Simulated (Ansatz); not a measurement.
**TiO2 under changes of volume**

One of the cells (12.226 Å³/atom); the others are scaled copies at fixed shape and fractional positions:

```
CELL_PARAMETERS angstrom
6.15358 -1.88347 0.00000
6.15358 1.88347 0.00000
-1.92833 0.00000 6.32897
ATOMIC_POSITIONS crystal
Ti 0.90007 0.90007 0.28960
Ti 0.19529 0.19529 0.28376
Ti 0.09993 0.09993 0.71040
Ti 0.80471 0.80471 0.71624
O 0.36193 0.36193 0.29340
O 0.26349 0.26349 0.65250
O 0.86719 0.86719 0.99529
O 0.73651 0.73651 0.34750
O 0.94165 0.94165 0.63002
O 0.13281 0.13281 0.00471
O 0.63807 0.63807 0.70660
O 0.05835 0.05835 0.36998
```

The cell comes from a database or a generator and needn't be the stable form of this composition.

```yaml
Program: Ansatz 0.2.0
Functional: RPBE
Potentials_or_basis: Ansatz PAW
Cutoff: "420 eV (not typed: the program's choice for these potentials)"
k_mesh: 8 × 8 × 4
Occupations: fermi-dirac, width 0.05 eV
Spin: no spin polarisation
```

| volume (Å³/atom) | energy over the lowest point (meV/atom) | pressure (GPa) | gap on the mesh (eV) | largest force (eV/Å) |
| --- | --- | --- | --- | --- |
| 11.492 | 45.54 | 16.9 | 3.00 | 0.325 |
| 11.737 | 23.77 | 11.8 | 2.93 | 0.195 |
| 11.981 | ? | ? | ? | ? |
| 12.226 | 1.72 | 3.0 | 2.78 | 0.200 |
| 12.470 | 0.00 | -0.7 | 2.71 | 0.329 |
| 12.715 | 3.74 | -4.1 | 2.64 | 0.452 |
| 12.959 | 12.32 | -7.1 | 2.58 | 0.567 |

**Question.** What does the run at 11.981 Å³/atom give?

**Answer.** Energy over the lowest point 9.42 meV/atom; pressure 7.2 GPa; gap on the mesh 2.85 eV; largest force 0.116 eV/Å.

Worked out: A Birch-Murnaghan fit of order 3 (a polynomial in V^(-2/3)) to the other rows has its minimum at 12.42 Å³/atom with B0 = V·E''(V) = 184 GPa and B' = 4.2 at fixed shape and positions, which overstates the stiffness. It gives 9.44 meV/atom at 11.981 Å³/atom, against the run's 9.42, and -dE/dV = 7.2 GPa, against 7.2. A straight line through the other rows of the gap, of slope -3.54 eV per unit of ln V, gives 2.85 eV, against the run's 2.85.

Energies are extrapolated to zero smearing.

Caveats: the PAW data sets come from PBE, with cores solved anew for the run's functional, which leaves a small shift of forces and pressure.

A mesh can miss the band edges.
